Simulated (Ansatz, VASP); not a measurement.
InSb2As3 in VASP and in Ansatz

```
In Sb As
1.0
     4.04288    0.00000    0.00000
     0.00000    4.04288    0.00000
     0.00000    0.00000    8.59688
In Sb As
1 2 3
Direct
  0.00000 0.00000 0.62175
  0.50000 0.50000 0.73655
  0.00000 0.00000 0.26487
  0.50000 0.00000 0.99985
  0.00000 0.50000 0.99985
  0.50000 0.50000 0.37714
```

Change from the starting cell: species swapped into the Zr2As3Se type (P4mm, No. 99).

Alike in both runs: task single point; functional PBE; k mesh 4 × 4 × 2; occupations gaussian, width 0.1 eV; no spin polarisation.

|  | VASP | Ansatz |
| --- | --- | --- |
| version | VASP 6.6.1 | Ansatz 0.2.0 |
| potentials or method | VASP PAW PBE potentials, release 64 (In_d, Sb, As) | scalar-relativistic, plane waves, PAW |
| plane-wave cutoff (eV) | 520 | 420 |
| valence electrons in the cell | 38 | 88 |

VASP gave:

- gap on the k mesh at the Fermi level (eV): none
- pressure (GPa): 2.6
- largest component of the traceless stress (GPa): 2.41
- rms of the force components (eV/Å): 0.218

Which values does Ansatz return?

gap on the k mesh at the Fermi level (eV): none; pressure (GPa): 2.6; largest component of the traceless stress (GPa): 2.43; rms of the force components (eV/Å): 0.218.

Atom by atom the forces differ by 0.001 eV/Å (rms over components). A gap of «none» marks a metal or a gap that the smearing closes. The two sets of potentials don't hold the same shells in valence.

Caveats: the k mesh is coarse (spacing up to 0.39 Å⁻¹), so the values aren't converged. Spin-orbit coupling is left out, which matters for the levels of Sb.
